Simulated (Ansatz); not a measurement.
# InAs: the cost of one run

Method: DFT PBEsol, scalar-relativistic, plane waves, PAW, in Ansatz 0.2.0.

That is the level of the relaxation; later steps name their own.

1 further run of the same task is left out (set aside as unsound or not needed).

## (1) The structure to begin with

Symmetry: F-43m, No. 216, cubic system. Conventional cell: a = 6.088 Å, b = 6.088 Å, c = 6.088 Å, α = 90.00°, β = 90.00°, γ = 90.00°. In (site symmetry -43m) has 4 As at 2.64 Å as nearest neighbours. As (site symmetry -43m) is surrounded by 4 In at 2.64 Å.

Coordinates:

```cif
data_structure
_symmetry_space_group_name_H-M 'P 1'
_symmetry_Int_Tables_number 1
_cell_length_a 4.3047
_cell_length_b 4.3047
_cell_length_c 4.3047
_cell_angle_alpha 60.000
_cell_angle_beta 60.000
_cell_angle_gamma 60.000
_cell_volume 56.40
loop_
_atom_site_label
_atom_site_type_symbol
_atom_site_fract_x
_atom_site_fract_y
_atom_site_fract_z
_atom_site_occupancy
In1 In 0.00000 0.00000 0.00000 1
As1 As 0.25000 0.25000 0.25000 1
```

It is the result of an earlier relaxation at this level (volume 28.20 Å³/atom; gap on the mesh: none (metal)).

## (2) The run at PBEsol, 250 eV and coarse mesh

Input file input.yaml:

```yaml
crystal:
  lattice:
    - [0.0, 3.0438898537, 3.0438898537]
    - [3.0438898537, 0.0, 3.0438898537]
    - [3.0438898537, 3.0438898537, 0.0]
  atoms:
    - { symbol: In, position: [0.0, 0.0, 0.0] }
    - { symbol: As, position: [0.25, 0.25, 0.25] }
basis:
  ecutwfc: 250
kpoints:
  mp_grid: { grid: [4, 4, 4] }
  band_path:
    path:
      - [0.0, 0.0, 0.0]
      - [-0.5, -0.5, 0.0]
      - [-0.375, -0.375, 0.25]
      - [-0.375, 0.0, 0.375]
      - [0.0, 0.0, 0.5]
      - [-0.5, -0.25, 0.25]
    npoints: 1
hamiltonian:
  xc: pbesol
scf:
  occupations: { method: gaussian, width: 0.1 }
  n_extra_bands: 4
output:
  forces: true
  stress: true
  eigenvalues: true
```

Command:

```bash
> ansatz run input.yaml --threads 2 --pin off --max-ram 5120MiB --backend cpu --events-out ev --progress --plain --runs-dir out
```

What time and memory should one allow on 2 threads of Arm Neoverse V1, shared host?

About 1.2 s, with a peak of 0.28 GiB.
